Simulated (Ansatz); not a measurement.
RbBr in the rocksalt structure, relaxed with r2SCAN in Ansatz. It is cubic, Fm-3m (No. 225); conventional cell a = 6.922 Å, 41.45 Å³ an atom. Rb is surrounded by 6 Br at 3.46 Å; Br is surrounded by 6 Rb at 3.46 Å.

The axes x, y and z are those of this cell:
```yaml
crystal:
  lattice:
    - [0.00000, 3.46083, 3.46083]
    - [3.46083, 0.00000, 3.46083]
    - [3.46083, 3.46083, 0.00000]
  atoms:
    - { symbol: Rb, position: [0.00000, 0.00000, 0.00000] }
    - { symbol: Br, position: [0.50000, 0.50000, 0.50000] }
```

Unstrained: With PBE the gap is 4.291 eV and direct, at Γ. With r2SCAN the gap is 4.893 eV and direct, at Γ. The HSE06 gap is direct at Γ: 5.443 eV. Meshes: PBE 6×6×6, r2SCAN 6×6×6, HSE06 4×4×4. Strains are changes of length per length. After each strain the atoms were relaxed again with r2SCAN within the symmetry that the strain leaves, so tilts or polar shifts that break it weren't tested; points keep the names that they have in the unstrained zone. Spin-unpolarised throughout; all numbers are computed.

**Question.** Estimate what isotropic +1.98 % on every length does to the gap.

**Answer.** PBE: the gap goes from 4.291 to 4.150 eV (-0.141 eV). r2SCAN: the gap goes from 4.893 to 4.748 eV (-0.145 eV). HSE06: the gap goes from 5.443 to 5.289 eV (-0.154 eV). The r2SCAN energy rises by 5.6 meV an atom.

**Question.** One strain changed the r2SCAN stress by xx -1.22, yy -0.18, zz -0.18 GPa (compression positive) and the gap by -0.133 eV (PBE), -0.140 eV (r2SCAN), -0.144 eV (HSE06). Which kind of strain was it, and roughly how large?

**Answer.** Uniaxial +5.07 % along x, other directions held. The pattern of the stress gives the kind; the size needs the stiffness, so it is an estimate.

**Question.** One strain changed the r2SCAN stress by xx -0.78, yy -0.78, zz -0.18 GPa (compression positive) and the gap by -0.129 eV (PBE), -0.134 eV (r2SCAN), -0.138 eV (HSE06). Which kind of strain was it, and roughly how large?

**Answer.** Biaxial +2.42 % in x and y, z held. The pattern of the stress gives the kind; the size needs the stiffness, so it is an estimate.

The runs are scalar-relativistic, without spin-orbit coupling.

The meshes of the hybrids are coarse, so their gaps aren't converged to the digits shown.
